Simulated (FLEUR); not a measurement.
HfB2 in FLEUR: convergence with Kmax

HfB2:

```
Hf B
1.0
     3.14000    0.00000    0.00000
    -1.57000    2.71932    0.00000
     0.00000    0.00000    3.48000
Hf B
1 2
Direct
  0.00407 0.99622 0.99703
  0.67352 0.34355 0.49131
  0.31739 0.67513 0.48455
```

The cell isn't the ideal one: atoms moved at random.

| Quantity | Value |
| --- | --- |
| Program | FLEUR MaX-R8.1 (later development tree) |
| Task | convergence study |
| Functional | LDA |
| Potentials or basis | all-electron |
| Basis | FLAPW |
| Kmax | 2.6 1/bohr |
| k mesh | 4 × 4 × 4 |
| Occupations | fermi-dirac, width 0.05 eV |
| Spin | no spin polarisation |

These are the settings of the first run; the series varies Kmax, with any setting tied to it.

Hardware: 1 thread of Arm Neoverse V1 (shared host).

**Question.** The values tried are 2.6, 3, 3.4, 3.8, 4.2, 4.6, 5, 5.5, loosest first. From which on does the gap on the mesh stay within 0.01 eV of the tightest run that finished?

**Answer.** From 3 on.

```
Kmax  energy less the tightest run, at zero smearing (meV/atom)  largest force (eV/Å)  gap on the mesh (eV)  SCF cycles  CPU time (s)  peak memory (GiB)
 2.6                                                     777.13                 1.088                 0.204          20           180               0.22
   3                                                     248.89                 1.176                 0.158          20           180               0.22
 3.4                                                      72.62                 1.232                 0.171          20           190               0.22
 3.8                                                      20.57                 1.240                 0.163          20           200               0.22
 4.2                                                       6.35                 1.237                 0.162          20           220               0.22
 4.6                                                       1.93                 1.235                 0.162          20           260               0.22
   5                                                       0.51                 1.236                 0.162          20           300               0.22
 5.5                                                       0.00                 1.236                 0.162          20           400               0.23
```

Against the tightest run, the energy stays within 1 meV/atom from 5 on; the largest force stays within 0.005 eV/Å from 3.4 on. The tightest run that finished is the yardstick and may itself not be fully converged.

Caveat, for the tightest run too: the k mesh is coarse (spacing up to 0.58 Å⁻¹), so the values aren't converged; the cutoff is high for the widest sphere, where the basis turns nearly dependent and energies can drift low; spin-orbit coupling is left out, which moves the levels of the heavy elements.
